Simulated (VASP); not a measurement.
A run of VASP 6.6.1 is set up as follows.

The input INCAR:

```
SYSTEM = Mg3Sb2
ALGO = Normal
EDIFF = 1E-7
EDIFFG = -0.01
ENCUT = 600
GGA = PS
IBRION = 2
ISIF = 4
ISMEAR = 0
LASPH = .True.
LCHARG = .False.
LREAL = .False.
LWAVE = .False.
NELM = 80
NSW = 40
PREC = Accurate
SIGMA = 0.03
```

The input KPOINTS:

```
k-points
0
Gamma
  9 9 5
  0 0 0
```

File POSCAR:

```
Mg3Sb2                                  
1.0
    4.5848132509     -0.0000000000      0.0000000000
   -2.2924066255      3.9705647469     -0.0000000000
    0.0000000000      0.0000000000      7.2335980138
  Mg              Sb            
     3     2
Direct
     0.3333333332999970    0.6666666667000030    0.6325098387269918
     0.6666666667000030    0.3333333332999970    0.3674901612730081
     1.0000000000000000    0.0000000000000000    0.0000000000000000
     0.3333333332999970    0.6666666667000030    0.2237411491358341
     0.6666666667000030    0.3333333332999970    0.7762588508641659
```

Potentials or basis: VASP PAW PBE potentials, release 64 (Mg, Sb).

The run is started by

```sh
$ cat potpaw_PBE.64/Mg/POTCAR potpaw_PBE.64/Sb/POTCAR > POTCAR
$ mpirun -np 1 vasp_std > vasp.out
```

Question: Predict the band gap on the k mesh.

Answer: 0.15 eV, indirect (least direct gap 1.00 eV).

Question: What does it give for the energy gained by relaxing?

Answer: 0.1 meV/atom.

Final structure:
```
Mg Sb
1.0
     4.58214    0.00000    0.00000
    -2.29107    3.96825    0.00000
     0.00000    0.00000    7.24206
Mg Sb
3 2
Direct
  0.33333 0.66667 0.63254
  0.66667 0.33333 0.36746
  0.00000 0.00000 0.00000
  0.33333 0.66667 0.22489
  0.66667 0.33333 0.77511
```

Caveat: spin-orbit coupling is left out, which moves the levels of the heavy elements; an odd mesh through Γ misses points on the zone boundary, where band edges often lie.
